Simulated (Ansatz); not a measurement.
Relaxed (101) slab cut from SiC (space group P6_3mc (No. 186)); the slab's formula is SiC, its outer planes C (top) and C (bottom):

```yaml
crystal:
  lattice:
    - [3.07520, 0.00000, 0.00000]
    - [-1.53760, 5.70759, 0.00000]
    - [0.00000, 0.00000, 26.38494]
  atoms:
    - { symbol: C, position: [0.30016, 0.60041, 0.29574] }
    - { symbol: Si, position: [0.85811, 0.71625, 0.32289] }
    - { symbol: Si, position: [0.16207, 0.32422, 0.34212] }
    - { symbol: C, position: [0.72356, 0.44716, 0.36751] }
    - { symbol: C, position: [0.99779, 0.99573, 0.36454] }
    - { symbol: Si, position: [0.48939, 0.97891, 0.40903] }
    - { symbol: Si, position: [0.75895, 0.51802, 0.43364] }
    - { symbol: C, position: [0.34679, 0.69369, 0.44840] }
    - { symbol: C, position: [0.60725, 0.21463, 0.46212] }
    - { symbol: Si, position: [0.09597, 0.19208, 0.50339] }
    - { symbol: Si, position: [0.36866, 0.73745, 0.51887] }
    - { symbol: C, position: [0.95114, 0.90246, 0.53756] }
    - { symbol: C, position: [0.21997, 0.44000, 0.55147] }
    - { symbol: Si, position: [0.70787, 0.41581, 0.59309] }
    - { symbol: Si, position: [0.97595, 0.95193, 0.60771] }
    - { symbol: C, position: [0.55934, 0.11886, 0.62461] }
    - { symbol: C, position: [0.83164, 0.66289, 0.64168] }
    - { symbol: Si, position: [0.31737, 0.63431, 0.68304] }
    - { symbol: Si, position: [0.58690, 0.17347, 0.69600] }
    - { symbol: C, position: [0.16691, 0.33321, 0.70748] }
```

Computed with Ansatz, DFT r2SCAN, scalar-relativistic, plane waves, PAW. Cutoff 500 eV; k points 9×5×1 on the computed 20-atom cell (Γ-centred); Gaussian smearing, width 0.05 eV; no spin polarisation. A dipole correction removes the field between periodic images along c.

The potential is the smooth part; its values at the atoms depend on the PAW datasets.

(1) How does the plane-averaged electrostatic potential energy of an electron run along c, counted from the Fermi level?

## Answers

(1)
```json
{"z (Å)": "2.90", "V (eV)": "5.36"}
{"z (Å)": "3.17", "V (eV)": "5.36"}
{"z (Å)": "3.43", "V (eV)": "5.36"}
{"z (Å)": "3.69", "V (eV)": "5.36"}
{"z (Å)": "3.96", "V (eV)": "5.36"}
{"z (Å)": "4.22", "V (eV)": "5.36"}
{"z (Å)": "4.49", "V (eV)": "5.36"}
{"z (Å)": "4.75", "V (eV)": "5.36"}
{"z (Å)": "5.01", "V (eV)": "5.35"}
{"z (Å)": "5.28", "V (eV)": "5.35"}
{"z (Å)": "5.54", "V (eV)": "5.34"}
{"z (Å)": "5.80", "V (eV)": "5.32"}
{"z (Å)": "6.07", "V (eV)": "5.28"}
{"z (Å)": "6.33", "V (eV)": "5.18"}
{"z (Å)": "6.60", "V (eV)": "4.96"}
{"z (Å)": "6.86", "V (eV)": "4.46"}
{"z (Å)": "7.12", "V (eV)": "3.36"}
{"z (Å)": "7.39", "V (eV)": "0.85"}
{"z (Å)": "7.65", "V (eV)": "-2.44"}
{"z (Å)": "7.92", "V (eV)": "-5.33"}
{"z (Å)": "8.18", "V (eV)": "-7.28"}
{"z (Å)": "8.44", "V (eV)": "-9.10"}
{"z (Å)": "8.71", "V (eV)": "-10.66"}
{"z (Å)": "8.97", "V (eV)": "-10.70"}
{"z (Å)": "9.23", "V (eV)": "-10.82"}
{"z (Å)": "9.50", "V (eV)": "-11.22"}
{"z (Å)": "9.76", "V (eV)": "-9.33"}
{"z (Å)": "10.03", "V (eV)": "-5.92"}
{"z (Å)": "10.29", "V (eV)": "-4.46"}
{"z (Å)": "10.55", "V (eV)": "-5.97"}
{"z (Å)": "10.82", "V (eV)": "-8.35"}
{"z (Å)": "11.08", "V (eV)": "-10.02"}
{"z (Å)": "11.35", "V (eV)": "-10.52"}
{"z (Å)": "11.61", "V (eV)": "-10.76"}
{"z (Å)": "11.87", "V (eV)": "-10.64"}
{"z (Å)": "12.14", "V (eV)": "-8.36"}
{"z (Å)": "12.40", "V (eV)": "-5.25"}
{"z (Å)": "12.66", "V (eV)": "-4.22"}
{"z (Å)": "12.93", "V (eV)": "-6.15"}
{"z (Å)": "13.19", "V (eV)": "-9.55"}
{"z (Å)": "13.46", "V (eV)": "-11.59"}
{"z (Å)": "13.72", "V (eV)": "-11.81"}
{"z (Å)": "13.98", "V (eV)": "-11.03"}
{"z (Å)": "14.25", "V (eV)": "-9.92"}
{"z (Å)": "14.51", "V (eV)": "-7.49"}
{"z (Å)": "14.78", "V (eV)": "-4.69"}
{"z (Å)": "15.04", "V (eV)": "-3.99"}
{"z (Å)": "15.30", "V (eV)": "-6.24"}
{"z (Å)": "15.57", "V (eV)": "-9.79"}
{"z (Å)": "15.83", "V (eV)": "-11.87"}
{"z (Å)": "16.09", "V (eV)": "-12.18"}
{"z (Å)": "16.36", "V (eV)": "-11.00"}
{"z (Å)": "16.62", "V (eV)": "-9.19"}
{"z (Å)": "16.89", "V (eV)": "-6.58"}
{"z (Å)": "17.15", "V (eV)": "-4.15"}
{"z (Å)": "17.41", "V (eV)": "-3.79"}
{"z (Å)": "17.68", "V (eV)": "-6.28"}
{"z (Å)": "17.94", "V (eV)": "-10.09"}
{"z (Å)": "18.21", "V (eV)": "-12.75"}
{"z (Å)": "18.47", "V (eV)": "-12.80"}
{"z (Å)": "18.73", "V (eV)": "-9.28"}
{"z (Å)": "19.00", "V (eV)": "-3.77"}
{"z (Å)": "19.26", "V (eV)": "0.95"}
{"z (Å)": "19.52", "V (eV)": "3.32"}
{"z (Å)": "19.79", "V (eV)": "4.43"}
{"z (Å)": "20.05", "V (eV)": "4.94"}
{"z (Å)": "20.32", "V (eV)": "5.18"}
{"z (Å)": "20.58", "V (eV)": "5.29"}
{"z (Å)": "20.84", "V (eV)": "5.34"}
{"z (Å)": "21.11", "V (eV)": "5.37"}
{"z (Å)": "21.37", "V (eV)": "5.38"}
{"z (Å)": "21.64", "V (eV)": "5.38"}
{"z (Å)": "21.90", "V (eV)": "5.38"}
{"z (Å)": "22.16", "V (eV)": "5.39"}
{"z (Å)": "22.43", "V (eV)": "5.39"}
{"z (Å)": "22.69", "V (eV)": "5.39"}
{"z (Å)": "22.95", "V (eV)": "5.39"}
{"z (Å)": "23.22", "V (eV)": "5.39"}
{"z (Å)": "23.48", "V (eV)": "5.39"}
```

The vacuum level lies 5.39 eV (top face) and 5.36 eV (bottom face) above the Fermi level.

Cost: 1 run of about 54 core-minutes, on Arm Neoverse V2 (shared hosts).